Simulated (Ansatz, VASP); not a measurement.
# Two plane-wave programs on SiC

```
CELL_PARAMETERS angstrom
0.00000 2.14819 2.14819
2.14819 0.00000 2.14819
2.11983 2.11983 0.02836
ATOMIC_POSITIONS crystal
Si 0.00000 0.00000 0.00000
C 0.75000 0.75000 0.75000
```

Alike in both runs: task single point; functional PBEsol; k mesh 12 × 12 × 12; occupations gaussian, width 0.05 eV; no spin polarisation.

|  | VASP | Ansatz |
| --- | --- | --- |
| version | VASP 6.6.1 | Ansatz 0.2.0 |
| potentials or method | VASP PAW PBE potentials, release 64 (Si, C) | scalar-relativistic, plane waves, PAW |
| plane-wave cutoff (eV) | 520 | 520 |
| valence electrons in the cell | 8 | 8 |

```csv
,VASP,Ansatz,Ansatz less VASP
gap on the k mesh at the Fermi level (eV),1.08,1.10,+0.012
least direct gap on the mesh (eV),4.38,4.40,+0.017
pressure (GPa),16.0,15.6,-0.39
largest component of the traceless stress (GPa),4.37,4.35,-0.023
rms of the force components (eV/Å),0.175,0.174,-0.0012
```

Atom by atom the forces differ by 0.001 eV/Å (rms over components). Ansatz warned: «pseudo_functional_mismatch».

Caveats: so large a pressure means that the cell lies far from this level's equilibrium, or that cutoff or potentials fall short (VASP); the potentials were made for another functional, which shifts forces and pressure (VASP). A k mesh can miss the band edges.
